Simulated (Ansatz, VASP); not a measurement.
PtS2 in VASP and in Ansatz

Contents of INCAR:

```
ALGO     = Normal         # electronic algorithm
EDIFF    = 1E-7           # SCF threshold, eV
ENCUT    = 520            # plane-wave cutoff, eV
GGA      = PS             # functional
ISIF     = 2              # what is computed and relaxed
ISMEAR   = 0              # smearing method
LASPH    = True           # aspherical terms in the spheres
LCHARG   = False          # write CHGCAR
LREAL    = False          # projectors in reciprocal space
LWAVE    = False          # write WAVECAR
NBANDS   = 18             # bands
NELM     = 80             # most SCF steps
PREC     = Accurate       # precision mode
SIGMA    = 0.05           # smearing width, eV
```

File KPOINTS:

```
k-points
0
Gamma
  12 12 8
```

The input POSCAR:

```
PtS2
1.0
    3.4546194889      0.0000000000      0.0000000000
   -1.7273097444      2.9917882378      0.0000000000
    0.0000000000      0.0000000000      5.1647700000
Pt S
1 2
Direct
    0.0000000000      0.0000000000      0.0000000000
    0.3333333333      0.6666666667      0.2500000000
    0.6666666667      0.3333333333      0.7500000000
```

Input for Ansatz:

```yaml
crystal:
  lattice:
    - [3.4546194889, 0.0, 0.0]
    - [-1.7273097444, 2.9917882378, 0.0]
    - [0.0, 0.0, 5.16477]
  atoms:
    - { symbol: Pt, position: [0.0, 0.0, 0.0] }
    - { symbol: S, position: [0.3333333333, 0.6666666667, 0.25] }
    - { symbol: S, position: [0.6666666667, 0.3333333333, 0.75] }
basis:
  ecutwfc: 420
kpoints:
  mp_grid: { grid: [12, 12, 8] }
hamiltonian:
  xc: pbesol
scf:
  occupations: { method: gaussian, width: 0.05 }
output:
  forces: true
  stress: true
  eigenvalues: true
```

Change from the starting cell: strain -0.025 along x and y, +0.025 along z, atoms carried along.

Alike in both runs: task single point; functional PBEsol; k mesh 12 × 12 × 8; occupations gaussian, width 0.05 eV; no spin polarisation.

|  | VASP | Ansatz |
| --- | --- | --- |
| version | VASP 6.6.1 | Ansatz 0.2.0 |
| potentials or method | VASP PAW PBE potentials, release 64 (Pt, S) | scalar-relativistic, plane waves, PAW |
| plane-wave cutoff (eV) | 520 | 420 |
| valence electrons in the cell | 22 | 30 |

VASP gave:

| Property | Result |
| --- | --- |
| gap on the k mesh at the Fermi level (eV) | 0.66 |
| least direct gap on the mesh (eV) | 0.87 |
| pressure (GPa) | 2.4 |
| largest component of the traceless stress (GPa) | 4.95 |
| rms of the force components (eV/Å) | 0.190 |

**Question.** Estimate Ansatz's values.

**Answer.** gap on the k mesh at the Fermi level (eV): 0.65; least direct gap on the mesh (eV): 0.86; pressure (GPa): 2.7; largest component of the traceless stress (GPa): 5.06; rms of the force components (eV/Å): 0.177.

Atom by atom the forces differ by 0.013 eV/Å (rms over components). The two sets of potentials don't hold the same shells in valence.

Caveats: the PAW data sets were made with another functional, which shifts forces and pressure a little (VASP); spin-orbit coupling is left out, which moves the levels of the heavy elements; the cell's inner coordinates are idealised or old, which leaves forces on the atoms. A k mesh can miss the band edges.
